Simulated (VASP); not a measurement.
# SrO in VASP: one cell, several levels of theory, part 2 of 2

VASP 6.6.1, plane waves, PAW.

### Step 3. r2SCAN

The COD entry's cell or inner coordinates are ideal or old and differ from later refinements, so a difference from it is no clean test against experiment.

The input, INCAR:

```
ENCUT = 520.000000
SIGMA = 0.010000
EDIFF = 1.00e-07
ALGO = Normal
METAGGA = R2SCAN
PREC = Accurate
IBRION = -1
ISIF = 2
ISMEAR = 0
NBANDS = 15
NELM = 120
NSW = 0
LASPH = .TRUE.
LCHARG = .FALSE.
LWAVE = .FALSE.
LREAL = .FALSE.
```

The input, KPOINTS:

```
KPOINTS created by Atomic Simulation Environment
0
Gamma
8 8 8
0 0 0
```

The input, KPOINTS_OPT:

```
special points
7
Reciprocal
0.0000000000 0.0000000000 0.0000000000 1
0.5000000000 0.0000000000 0.5000000000 1
0.6250000000 0.2500000000 0.6250000000 1
0.3750000000 0.3750000000 0.7500000000 1
0.5000000000 0.5000000000 0.5000000000 1
0.5000000000 0.2500000000 0.7500000000 1
0.0000000000 0.5000000000 0.5000000000 1
```

The input, POSCAR:

```
Sr O
 1.0000000000000000
     0.0000000000000000    2.4274210572000001    2.5798927167999999
     2.4274210572000001    0.0000000000000000    2.5798927167999999
     2.4274210572000001    2.4274210572000001    0.0000000000000000
 Sr  O
   1   1
Cartesian
  2.4274210572000001  2.4274210572000001  2.5798927167999999
  0.0000000000000000  0.0000000000000000  0.0000000000000000
```

Command:

```
$ mpirun -np 1 vasp_std
```

Standard output, without the iteration lines:

```text
POSCAR found type information on POSCAR SrO
 POSCAR found :  2 types and       2 ions
 -----------------------------------------------------------------------------
|                                                                             |
|                                                                             |
|     You enforced a specific xc type in the INCAR file but a different       |
|     I HOPE YOU KNOW WHAT YOU ARE DOING!                                     |
|                                                                             |
 -----------------------------------------------------------------------------

 LDA part: xc-table for (None), standard interpolation
 POSCAR, INCAR and KPOINTS ok, starting setup
 FFT: planning ... GRIDC
 FFT: planning ... GRID_SOFT
 FFT: planning ... GRID
 WAVECAR not read
 entering main loop
 Start KPOINTS_OPT (optional k-point list driver)
k-point batch [1-7\7]
```

OSZICAR:

```text
N       E                     dE             d eps       ncg     rms          rms(c)
DAV:   1     0.418255995033E+02    0.41826E+02   -0.80553E+03  1770   0.104E+03
DAV:   2    -0.310963916862E+02   -0.72922E+02   -0.67510E+02  2467   0.227E+02
DAV:   3    -0.345572870841E+02   -0.34609E+01   -0.34388E+01  2702   0.406E+01
DAV:   4    -0.346128356494E+02   -0.55549E-01   -0.55542E-01  2004   0.415E+00
DAV:   5    -0.346136800569E+02   -0.84441E-03   -0.84441E-03  2211   0.430E-01    0.210E+01
DAV:   6    -0.266921394458E+02    0.79215E+01   -0.44066E+00  2477   0.182E+01    0.195E+01
DAV:   7    -0.268025458152E+02   -0.11041E+00   -0.23293E-01  1791   0.440E+00    0.107E+01
DAV:   8    -0.268170682537E+02   -0.14522E-01   -0.82408E-02  1819   0.310E+00    0.117E+00
DAV:   9    -0.268110329226E+02    0.60353E-02   -0.17275E-02  2169   0.131E+00    0.331E-01
DAV:  10    -0.268114198884E+02   -0.38697E-03   -0.13605E-03  1959   0.369E-01    0.134E-01
DAV:  11    -0.268116081699E+02   -0.18828E-03   -0.20915E-04  1840   0.159E-01    0.972E-02
DAV:  12    -0.268115915206E+02    0.16649E-04   -0.40485E-05  2113   0.629E-02    0.187E-02
DAV:  13    -0.268115919776E+02   -0.45708E-06   -0.33119E-06  2358   0.191E-02    0.169E-02
DAV:  14    -0.268115915999E+02    0.37775E-06   -0.64489E-07  2120   0.842E-03    0.480E-03
DAV:  15    -0.268115914093E+02    0.19057E-06   -0.74656E-08  1564   0.311E-03    0.370E-04
DAV:  16    -0.268115913877E+02    0.21619E-07   -0.15355E-08   948   0.974E-04
   1 F= -.26811591E+02 E0= -.26811591E+02  d E =-.583169-163
       N       E                     dE             ncg
DAV:   1     0.458490329241E+03   -0.44295E+04      210
DAV:   2    -0.397782204221E+02   -0.49827E+03      303
DAV:   3    -0.582047138329E+02   -0.18426E+02      310
DAV:   4    -0.591777824655E+02   -0.97307E+00      233
DAV:   5    -0.591865623890E+02   -0.87799E-02      281
DAV:   6    -0.591866900265E+02   -0.12764E-03      217
DAV:   7    -0.591866934872E+02   -0.34607E-05      266
DAV:   8    -0.591866935959E+02   -0.10876E-06      191
DAV:   9    -0.591866935996E+02   -0.36528E-08      189
```

Parts of OUTCAR:

```text
k-points           NKPTS =     59   k-points in BZ     NKDIM =     59   number of bands    NBANDS=     15

   NELECT =      16.0000    total number of electrons

   dimension x,y,z NGX =    28 NGY =   28 NGZ =   28
   dimension x,y,z NGXF=    56 NGYF=   56 NGZF=   56

  energy-cutoff  :      520.00
  volume of cell :       30.40
      direct lattice vectors                 reciprocal lattice vectors
     0.000000000  2.427421057  2.579892717    -0.205979922  0.205979922  0.193806509
     2.427421057  0.000000000  2.579892717     0.205979922 -0.205979922  0.193806509
     2.427421057  2.427421057  0.000000000     0.205979922  0.205979922 -0.193806509

 k-points in reciprocal lattice and weights: KPOINTS created by Atomic Simulation Env
   0.00000000  0.00000000  0.00000000       0.002
   0.12500000  0.00000000  0.00000000       0.016
   0.25000000  0.00000000  0.00000000       0.016
   0.37500000  0.00000000  0.00000000       0.016
   0.50000000  0.00000000  0.00000000       0.008
   0.12500000  0.12500000  0.00000000       0.004
   0.25000000  0.12500000  0.00000000       0.016
   0.37500000  0.12500000  0.00000000       0.016
[... 51 more k-points ...]

 E-fermi :   2.2641

 k-point     1 :       0.0000    0.0000    0.0000
  band No.  band energies     occupation
      1     -31.1915      2.00000
      2     -14.2662      2.00000
      3     -12.1009      2.00000
      4     -12.0603      2.00000
      5     -12.0603      2.00000
      6       1.7217      2.00000
      7       2.0061      2.00000
      8       2.0061      2.00000
      9       7.2953      0.00000
     10       8.5922      0.00000
     11       9.1142      0.00000
     12       9.1142      0.00000
     13      11.2577      0.00000
     14      11.9736      0.00000
     15      15.8122      0.00000

 k-point     2 :       0.1250    0.0000    0.0000
  band No.  band energies     occupation
      1     -31.1584      2.00000
      2     -14.6037      2.00000
      3     -12.1220      2.00000
      4     -12.0634      2.00000
      5     -11.7994      2.00000
      6       1.3902      2.00000
      7       1.6527      2.00000
      8       1.7443      2.00000
      9       8.0038      0.00000
     10       8.7096      0.00000
     11       9.2099      0.00000
     12       9.4450      0.00000
     13      11.7539      0.00000
     14      12.4941      0.00000
     15      16.9636      0.00000

 k-point     3 :       0.2500    0.0000    0.0000
  band No.  band energies     occupation
      1     -31.0773      2.00000
      2     -15.2337      2.00000
      3     -12.1865      2.00000
      4     -12.0701      2.00000
      5     -11.3384      2.00000
      6       0.5575      2.00000
      7       1.1080      2.00000
      8       1.1824      2.00000
      9       8.7669      0.00000
     10       9.6032      0.00000
     11      10.1751      0.00000
     12      10.3553      0.00000
     13      12.9768      0.00000
     14      13.7671      0.00000
     15      19.3116      0.00000

 k-point     4 :       0.3750    0.0000    0.0000
  band No.  band energies     occupation
      1     -30.9941      2.00000
      2     -15.7431      2.00000
      3     -12.2502      2.00000
      4     -12.0760      2.00000
      5     -10.9973      2.00000
      6      -0.1640      2.00000
      7       0.6743      2.00000
      8       0.6926      2.00000
      9       9.1897      0.00000
     10      11.1863      0.00000
     11      11.4751      0.00000
     12      11.5103      0.00000
     13      14.4070      0.00000
     14      15.2463      0.00000
     15      19.6963      0.00000

 k-point     5 :       0.5000    0.0000    0.0000
  band No.  band energies     occupation
      1     -30.9590      2.00000
      2     -15.9340      2.00000
      3     -12.2762      2.00000
      4     -12.0782      2.00000
      5     -10.8758      2.00000
      6      -0.4368      2.00000
      7       0.5057      2.00000
      8       0.5110      2.00000
      9       9.5028      0.00000
     10      11.9087      0.00000
     11      12.0625      0.00000
     12      12.1092      0.00000
     13      15.2825      0.00000
     14      16.1582      0.00000
     15      19.6085      0.00000

 k-point     6 :       0.1250    0.1250    0.0000
  band No.  band energies     occupation
      1     -31.1539      2.00000
      2     -14.5144      2.00000
      3     -12.1247      2.00000
      4     -12.1247      2.00000
      5     -11.9304      2.00000
      6       1.0086      2.00000
      7       1.9651      2.00000
      8       1.9651      2.00000
      9       7.9496      0.00000
     10       8.3249      0.00000
     11       9.7852      0.00000
     12       9.7852      0.00000
     13      11.8932      0.00000
     14      12.1769      0.00000
     15      17.1051      0.00000

 k-point     7 :       0.2500    0.1250    0.0000
  band No.  band energies     occupation
      1     -31.0937      2.00000
      2     -14.9060      2.00000
      3     -12.2006      2.00000
      4     -12.1727      2.00000
      5     -11.7027      2.00000
      6       0.5444      2.00000
      7       1.5979      2.00000
      8       1.6976      2.00000
      9       7.7895      0.00000
     10       9.4880      0.00000
     11      10.4957      0.00000
     12      10.6718      0.00000
     13      12.7835      0.00000
     14      12.8765      0.00000
     15      19.0205      0.00000

 k-point     8 :       0.3750    0.1250    0.0000
  band No.  band energies     occupation
      1     -31.0115      2.00000
      2     -15.4261      2.00000
      3     -12.3271      2.00000
      4     -12.1797      2.00000
      5     -11.3521      2.00000
      6       0.1770      2.00000
      7       0.9672      2.00000
      8       1.1680      2.00000
      9       8.3859      0.00000
     10      10.5022      0.00000
     11      11.7729      0.00000
     12      11.7776      0.00000
     13      13.9674      0.00000
     14      14.3204      0.00000
     15      19.6762      0.00000

 k-point     9 :       0.5000    0.1250    0.0000
  band No.  band energies     occupation
      1     -30.9555      2.00000
      2     -15.7721      2.00000
      3     -12.4373      2.00000
      4     -12.1415      2.00000
      5     -11.0686      2.00000
      6      -0.1131      2.00000
      7       0.6670      2.00000
      8       0.7142      2.00000
      9       9.3342      0.00000
     10      10.6756      0.00000
     11      12.3578      0.00000
     12      12.7976      0.00000
     13      15.2972      0.00000
     14      15.7769      0.00000
     15      18.4164      0.00000

 k-point    10 :      -0.3750    0.1250    0.0000
  band No.  band energies     occupation
      1     -30.9603      2.00000
      2     -15.8094      2.00000
      3     -12.4639      2.00000
      4     -12.0800      2.00000
      5     -10.9521      2.00000
      6      -0.1775      2.00000
      7       0.5479      2.00000
      8       0.8079      2.00000
      9       9.2997      0.00000
     10      10.7256      0.00000
     11      11.7884      0.00000
     12      12.2639      0.00000
     13      15.6598      0.00000
     14      15.8083      0.00000
     15      19.0781      0.00000

 k-point    11 :      -0.2500    0.1250    0.0000
  band No.  band energies     occupation
      1     -31.0228      2.00000
      2     -15.5351      2.00000
      3     -12.3878      2.00000
      4     -12.0315      2.00000
      5     -11.0609      2.00000
      6       0.1610      2.00000
      7       0.7385      2.00000
      8       1.1828      2.00000
      9       8.6960      0.00000
     10       9.7618      0.00000
     11      10.6416      0.00000
     12      11.4571      0.00000
     13      14.0689      0.00000
     14      14.8637      0.00000
     15      20.1836      0.00000

 k-point    12 :      -0.1250    0.1250    0.0000
  band No.  band energies     occupation
      1     -31.1048      2.00000
      2     -15.0591      2.00000
      3     -12.2472      2.00000
      4     -12.0246      2.00000
      5     -11.3898      2.00000
      6       0.8376      2.00000
      7       1.2156      2.00000
      8       1.5075      2.00000
      9       8.5487      0.00000
     10       8.5611      0.00000
     11       9.7502      0.00000
     12      10.1885      0.00000
     13      12.5751      0.00000
     14      13.5808      0.00000
     15      18.5989      0.00000

[... the tables of k-points 13 to 59 left out ...]

  Total        4.1719297      4.1719297      1.3567877      0.0000000      0.0000000     -0.0000000
  in kB      219.8496051    219.8496051     71.4991069      0.0000000      0.0000000     -0.0000000
  external PRESSURE =     170.3994390 kB  Pullay stress =       0.0000000 kB

 POSITION                                       TOTAL-FORCE (eV/Angst)
 -----------------------------------------------------------------------------------
      2.42742      2.42742      2.57989        -0.000000      0.000000      0.000000
      0.00000      0.00000      0.00000         0.000000     -0.000000      0.000000
 -----------------------------------------------------------------------------------
    total drift:                                0.000000      0.000000      0.000000

  FREE ENERGIE OF THE ION-ELECTRON SYSTEM (eV)
  ---------------------------------------------------
  free  energy   TOTEN  =       -26.8115913877 eV

  energy  without entropy=      -26.8115913877  energy(sigma->0) =      -26.81159139
```

Hardware: 1 MPI rank of Intel Xeon Platinum 8488C, shared host.

The levels at the points of KPOINTS_OPT are read from vasprun.xml.

Near the gap, in eV above the top of the last filled band v; c is the band after it:

| point | v−1 | v | c | c+1 |
| --- | --- | --- | --- | --- |
| Γ | -0.07 | -0.07 | 5.22 | 6.52 |
| X | -0.19 | 0.00 | 3.42 | 9.18 |
| U | -0.77 | -0.28 | 5.16 | 8.86 |
| K | -0.79 | -0.77 | 5.50 | 9.02 |
| L | -1.57 | -1.56 | 7.43 | 9.84 |
| W | -0.76 | -0.33 | 6.80 | 6.99 |

r2SCAN gives a direct gap of 3.42 eV at X. Pressure: 17.04 GPa; the forces vanish within 0.01 eV/Å.

### Step 4. Summary

This closing draws on all 2 parts.

| level | gap (eV) | pressure (GPa) | Ansatz: gap (eV) | Ansatz: pressure (GPa) |
| --- | --- | --- | --- | --- |
| PBE | 2.95 | 18.62 | 3.00 | 17.59 |
| r2SCAN | 3.42 | 17.04 | 3.47 | 16.06 |

The gap runs from 2.95 eV (PBE) to 3.42 eV (r2SCAN). At this one volume the pressure spans 17.0 GPa (r2SCAN) to 18.6 GPa (PBE): PBE wants the largest cell and r2SCAN the smallest. The two programs agree on the gap within 0.06 eV, far less than the spread between functionals. Datasets and cutoffs are each program's own.
